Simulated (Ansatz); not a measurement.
Response of CdS to small distortions

```
CELL_PARAMETERS angstrom
0.00000 2.91000 2.91000
2.91000 0.00000 2.91000
2.91000 2.91000 0.00000
ATOMIC_POSITIONS crystal
Cd 0.00000 0.00000 0.00000
S 0.75000 0.75000 0.75000
```

Atom numbers follow the list: Cd1, S2.

The cell is COD entry 1011260, as deposited and not checked against the literature; nothing was relaxed. It is an old determination, and later ones may differ.

All numbers below come from Ansatz 0.2.0, DFT, PBE, all-electron LAPW, scalar-relativistic.

The runs use a Γ-centred 9×9×9 k mesh, Fermi–Dirac smearing of 0.03 eV, basis error target 0.5 meV/atom, no spin polarisation.

The unchanged cell is at 3.33 GPa, so energy changes include a term −P ΔV where the volume moves.

Semilocal functionals give too small gaps.

x, y and z are the Cartesian axes of the cell as listed; fractional coordinates follow a strain, and an engineering shear is twice the off-diagonal strain component.

Question: One change gave: energy change +20 meV/atom; stress change (xx, yy, zz, yz, xz, xy) 2.26, 2.26, 2.05, 0.00, 0.00, 0.00 GPa, compression positive; gap on the k mesh 1.16 → 1.21 eV. Which change was it?
A. z strained by +2 % at fixed volume
B. atom 1 (Cd) moved by (0.0173, 0.0173, 0.0173) Å
C. x and y strained by -1.5 %, z held

Answer: C. For z strained by +2 % at fixed volume: energy change under 1 meV/atom; stress change (xx, yy, zz, yz, xz, xy) 0.15, 0.15, -0.37, 0.00, 0.00, 0.00 GPa, compression positive; gap on the k mesh 1.16 → 1.13 eV. For atom 1 (Cd) moved by (0.0173, 0.0173, 0.0173) Å: energy change +1 meV/atom; stress change (xx, yy, zz, yz, xz, xy) 0.02, 0.02, 0.02, -0.39, -0.39, -0.39 GPa, compression positive; change of the force on Cd1 (-0.085, -0.085, -0.085) eV/Å; gap on the k mesh 1.16 → 1.15 eV.

Question: What force constant does this one finite step give for Cd1 along its displacement (all its periodic images move with it)?

Answer: k = −ΔF·u/|u|² = 4.90 eV/Å², so the force pulls the atom back.
